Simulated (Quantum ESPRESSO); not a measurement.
Rb: phonons at H under several settings

```xyz
1
Lattice="-2.8025 2.8025 2.8025 2.8025 -2.8025 2.8025 2.8025 2.8025 -2.8025" Properties=species:S:1:pos:R:3 pbc="T T T"
Rb    0.0000    0.0000    0.0000
```

All runs used Quantum ESPRESSO 7.5; potentials GBRV 1.5 PBEsol; k mesh 7 × 7 × 7; no spin polarisation; cutoff 612 eV; occupations cold, width 0.2 eV.

| level | geometry | volume (Å³/atom) | pressure (GPa) | frequencies (cm⁻¹) |
| --- | --- | --- | --- | --- |
| PBEsol | relaxed at 0 GPa | 86.05 | 0.0 | 46 46 46 |
| PBEsol | relaxed at 5 GPa | 47.70 | 5.0 | 79 79 79 |
| PBEsol | relaxed at 10 GPa | ? | 10.0 | ? |
| PBEsol | relaxed at 20 GPa | 25.71 | 20.0 | 63 63 63 |
| PBEsol | relaxed at 40 GPa | 19.54 | 40.0 | 193 193 193 |

Q: What stands in the row left open?

A: Volume 37.95 Å³/atom; frequencies 44 44 44 cm⁻¹.

Caveats: the q point doesn't lie on the k mesh, which can shift a metal's frequencies strongly unless the mesh is converged; the mesh is thin for the phonons of a metal (some runs); the volume moved by over 15 % at a fixed basis, so the end points are rough (some runs); the cell is more than 3 GPa from zero pressure, which shifts response properties (some runs).

For the row left open. Caveat: the mesh is thin for the phonons of a metal; the volume moved by over 15 % at a fixed basis, so the end points are rough; the cell is more than 3 GPa from zero pressure, which shifts response properties; the q point doesn't lie on the k mesh, which can shift a metal's frequencies strongly unless the mesh is converged.
